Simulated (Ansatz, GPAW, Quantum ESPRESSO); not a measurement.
One calculation of AlPt, 4 ways

```
Pt Al
1.0
     3.09155    0.00000    0.00000
     0.00000    3.09155    0.00000
     0.00000    0.00000    3.09155
Pt Al
1 1
Direct
  0.50000 0.50000 0.50000
  0.00000 0.00000 0.00000
```

Measurements of this composition are mostly on another form, of space group No. 198.

Alike in all runs: task equation of state; functional PBEsol; k mesh 9 × 9 × 9; occupations fermi-dirac, width 0.05 eV; no spin polarisation; no spin-orbit coupling.

```tsv
program and potentials	plane-wave cutoff (eV)	notes	equilibrium volume (Å³/atom)	bulk modulus (GPa)
Ansatz, Ansatz PAW	420	potentials made for PBE, which Ansatz adapts in part	14.33	202.2
Ansatz, all-electron LAPW, scalar-relativistic	-	-	14.33	201.8
GPAW, PAW data sets generated for this functional	600	-	14.37	200.8
Quantum ESPRESSO, GBRV 1.5 PBEsol	612	-	14.31	203.1
```

The equilibrium volume spans 14.31 (Quantum ESPRESSO, GBRV 1.5 PBEsol) to 14.37 Å³/atom (GPAW, PAW data sets generated for this functional), with all-electron results at 14.33. The bulk modulus spans 200.8 (GPAW, PAW data sets generated for this functional) to 203.1 GPa (Quantum ESPRESSO, GBRV 1.5 PBEsol), with all-electron results at 201.8. For a metal such a mesh isn't converged, which the comparison doesn't need.

Differences between rows come from potentials, basis sets and numerical settings, since the functional is the same but for its coding. Runs on potential files found faulty are left out.
